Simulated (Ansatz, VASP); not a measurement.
**Two plane-wave programs on CoO**

The input INCAR:

```
PREC     = Accurate       # precision mode
ENCUT    = 520            # plane-wave cutoff, eV
EDIFF    = 1E-7           # SCF threshold, eV
ISMEAR   = 0              # smearing method
SIGMA    = 0.05           # smearing width, eV
LREAL    = False          # projectors in reciprocal space
LASPH    = True           # aspherical terms in the spheres
NELM     = 80             # most SCF steps
ALGO     = Normal         # electronic algorithm
ISIF     = 2              # what is computed and relaxed
LWAVE    = False          # write WAVECAR
LCHARG   = False          # write CHGCAR
GGA      = PE             # functional
NBANDS   = 14             # bands
```

KPOINTS

```
Automatic mesh
0
Gamma
  14 14 14
```

Contents of POSCAR:

```
CoO
1.0
    0.0000000000      2.0579406233      2.0579406233
    2.0579406233      0.0000000000      2.0579406233
    2.0579406233      2.0579406233      0.0000000000
Co O
1 1
Direct
    0.0000000000      0.0000000000      0.0000000000
    0.5000000000      0.5000000000      0.5000000000
```

Input for Ansatz:

```yaml
crystal:
  lattice:
    - [0.0, 2.0579406233, 2.0579406233]
    - [2.0579406233, 0.0, 2.0579406233]
    - [2.0579406233, 2.0579406233, 0.0]
  atoms:
    - { symbol: Co, position: [0.0, 0.0, 0.0] }
    - { symbol: O, position: [0.5, 0.5, 0.5] }
basis:
  ecutwfc: 420
  ecutrho_ratio: 4
kpoints:
  mp_grid: { grid: [14, 14, 14] }
hamiltonian:
  xc: pbe
scf:
  occupations: { method: gaussian, width: 0.05 }
output:
  forces: true
  stress: true
  eigenvalues: true
```

Alike in both runs: task single point; functional PBE; k mesh 14 × 14 × 14; occupations gaussian, width 0.05 eV; no spin polarisation.

|  | VASP | Ansatz |
| --- | --- | --- |
| version | VASP 6.6.1 | Ansatz 0.2.0 |
| potentials or method | VASP PAW PBE potentials, release 64 (Co, O) | scalar-relativistic, plane waves, PAW |
| plane-wave cutoff (eV) | 520 | 420 |
| valence electrons in the cell | 15 | 23 |

|  | VASP | Ansatz | Ansatz less VASP |
| --- | --- | --- | --- |
| gap on the k mesh at the Fermi level (eV) | none | none | - |
| pressure (GPa) | -2.2 | -2.2 | 0.00 |

A gap of «none» marks a metal or a gap that the smearing closes. With one functional, cell and mesh, what is left measures potentials, basis and numerics. The two sets of potentials don't hold the same shells in valence.

Caveats: an odd number of electrons without spin polarisation forces a metal; a magnetic or distorted state may lie lower; the run has no spin polarisation, though such a crystal can be magnetic; semilocal functionals often make such compounds metallic where correlation or magnetic order opens a gap, which also shifts bond lengths. Spin polarisation is off, so any magnetic state and its effect on volume and gap are missing.
